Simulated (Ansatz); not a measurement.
# interstitial Si in Si: a nudged elastic band in two tries

The task is a band of images between two relaxed ends. The host cell (diamond) has 16 atoms; the extra atom is the last.

Method: DFT PBE, plane waves, PAW, scalar-relativistic, no spin polarisation, in Ansatz 0.2.0.

## Step 1: The structure to begin with

The cell holds 17 atoms (Si17): a = 7.679 Å, b = 7.679 Å, c = 7.679 Å, α = 60.00°, β = 60.00°, γ = 60.00°.

Structure file:

```cif
data_structure
_symmetry_space_group_name_H-M 'P 1'
_symmetry_Int_Tables_number 1
_cell_length_a 7.6792
_cell_length_b 7.6792
_cell_length_c 7.6792
_cell_angle_alpha 60.000
_cell_angle_beta 60.000
_cell_angle_gamma 60.000
_cell_volume 320.21
loop_
_atom_site_label
_atom_site_type_symbol
_atom_site_fract_x
_atom_site_fract_y
_atom_site_fract_z
_atom_site_occupancy
Si1 Si 0.00373 0.99666 0.00309 1
Si2 Si 0.12501 0.12624 0.12462 1
Si3 Si 0.00379 0.99696 0.49698 1
Si4 Si 0.13263 0.12266 0.62271 1
Si5 Si 0.00017 0.49992 0.99993 1
Si6 Si 0.12497 0.62434 0.12438 1
Si7 Si 0.00372 0.50303 0.49671 1
Si8 Si 0.12500 0.62460 0.62624 1
Si9 Si 0.49726 0.99688 0.00337 1
Si10 Si 0.62329 0.12262 0.13183 1
Si11 Si 0.50102 0.00020 0.50027 1
Si12 Si 0.62358 0.12321 0.62323 1
Si13 Si 0.49729 0.50296 0.00301 1
Si14 Si 0.62647 0.62459 0.12461 1
Si15 Si 0.49725 0.50334 0.49689 1
Si16 Si 0.62329 0.63175 0.62267 1
Si17 Si 0.75105 0.25018 0.75026 1
```

## Step 2: First attempt

Input file input.yaml:

```yaml
crystal:
  lattice:
    - [0.0, 5.43, 5.43]
    - [5.43, 0.0, 5.43]
    - [5.43, 5.43, 0.0]
  atoms:
    - { symbol: Si, position: [0.00372804, -0.00333508, 0.00308923] }
    - { symbol: Si, position: [0.12500945, 0.12623533, 0.1246231] }
    - { symbol: Si, position: [0.00379046, -0.00303834, 0.49698189] }
    - { symbol: Si, position: [0.13262953, 0.12265903, 0.62271191] }
    - { symbol: Si, position: [0.0001738, 0.49992293, -6.718e-05] }
    - { symbol: Si, position: [0.12496646, 0.62433833, 0.12438237] }
    - { symbol: Si, position: [0.00371708, 0.50302791, 0.49671142] }
    - { symbol: Si, position: [0.12500371, 0.6245997, 0.6262442] }
    - { symbol: Si, position: [0.49726427, -0.00311803, 0.00336605] }
    - { symbol: Si, position: [0.62328978, 0.12262481, 0.13183091] }
    - { symbol: Si, position: [0.5010233, 0.00019865, 0.5002734] }
    - { symbol: Si, position: [0.62358265, 0.12321113, 0.62322921] }
    - { symbol: Si, position: [0.49728871, 0.50295641, 0.00300627] }
    - { symbol: Si, position: [0.62646932, 0.62459091, 0.12460873] }
    - { symbol: Si, position: [0.49725083, 0.50334418, 0.49688907] }
    - { symbol: Si, position: [0.62328677, 0.63175283, 0.62267393] }
    - { symbol: Si, position: [0.75105034, 0.250185, 0.75025737] }
basis:
  ecutwfc: 420.0
kpoints:
  mp_grid: { grid: [2, 2, 2] }
hamiltonian:
  xc: pbe
  pseudopotentials: { kind: paw, azcp: { folder: soft_1 } }
scf:
  occupations: { method: fermi_dirac, width: 0.05 }
  lower_state_search: "off"
  max_iter: 3
neb:
  images: 7
  f_tol: 0.05
  initial_path: idpp
  max_iterations: 8
  spring: { min: 2.0, max: 10.0 }
  final_atoms:
    - { symbol: Si, position: [-0.00138946, 0.00043595, 0.00051975] }
    - { symbol: Si, position: [0.12788534, 0.1217731, 0.12218825] }
    - { symbol: Si, position: [0.00179139, -0.00655562, 0.50246458] }
    - { symbol: Si, position: [0.12785699, 0.12198141, 0.62818487] }
    - { symbol: Si, position: [0.00162245, 0.50199316, -0.00560964] }
    - { symbol: Si, position: [0.12788453, 0.62815355, 0.1221909] }
    - { symbol: Si, position: [0.00179013, 0.50230172, 0.50246744] }
    - { symbol: Si, position: [0.12409468, 0.62500449, 0.62589971] }
    - { symbol: Si, position: [0.50015581, 0.00045682, 0.00063287] }
    - { symbol: Si, position: [0.62489735, 0.12504919, 0.1250054] }
    - { symbol: Si, position: [0.50016864, 0.00056574, 0.49870286] }
    - { symbol: Si, position: [0.62140921, 0.12204005, 0.62830379] }
    - { symbol: Si, position: [0.50015612, 0.49875471, 0.00063411] }
    - { symbol: Si, position: [0.62135226, 0.62812478, 0.12239904] }
    - { symbol: Si, position: [0.49248508, 0.50240261, 0.5027126] }
    - { symbol: Si, position: [0.62140994, 0.62824904, 0.62830496] }
    - { symbol: Si, position: [0.87414471, 0.37499583, 0.37586818] }
  order_check: true
```

Launch:

```sh
> ansatz run input.yaml --threads 1 --pin off --max-ram 3072MiB --backend cpu --events-out ev --progress --plain --runs-dir out
```

What does the calculation give? Wanted: first try.

As calculated:

| quantity | value |
| --- | --- |
| first try | not converged |
| cause | the cap on SCF cycles is too low for any step to converge |

What this shows: The program did not catch the first fault at the input check, so it cost a run.
